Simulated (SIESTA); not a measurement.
**Ta in SIESTA: the effect of basis**

The system is Ta.

```
CELL_PARAMETERS angstrom
-1.65128 1.65128 1.65128
1.65128 -1.65128 1.65128
1.65128 1.65128 -1.65128
ATOMIC_POSITIONS crystal
Ta 0.00000 0.00000 0.00000
```

Alike in all runs:

| Item | Value |
| --- | --- |
| Program | SIESTA 5.4.2 |
| Task | band structure |
| Functional | PBEsol |
| Potentials or basis | PseudoDojo 0.4 standard (PBEsol files) |
| Grid cutoff | 800 Ry |
| Energy shift | 0.003 Ry |
| k mesh | 11 × 11 × 11 |
| Occupations | fermi-dirac, width 0.05 eV |
| Spin | no spin polarisation |

| basis | pressure (GPa) |
| --- | --- |
| SZ | ? |
| SZP | -3.2 |
| DZ | -5.4 |
| DZP | -3.9 |
| TZP | -3.9 |
| TZDP | -3.4 |

Task: What does the run with basis SZ give?

Result: Pressure -22.2 GPa.

Caveats: short orbitals over semicore shells can move pressures by several GPa; the basis of atomic orbitals isn't converged, which shifts pressures, moduli and gaps; the basis has no polarisation orbitals (some runs).
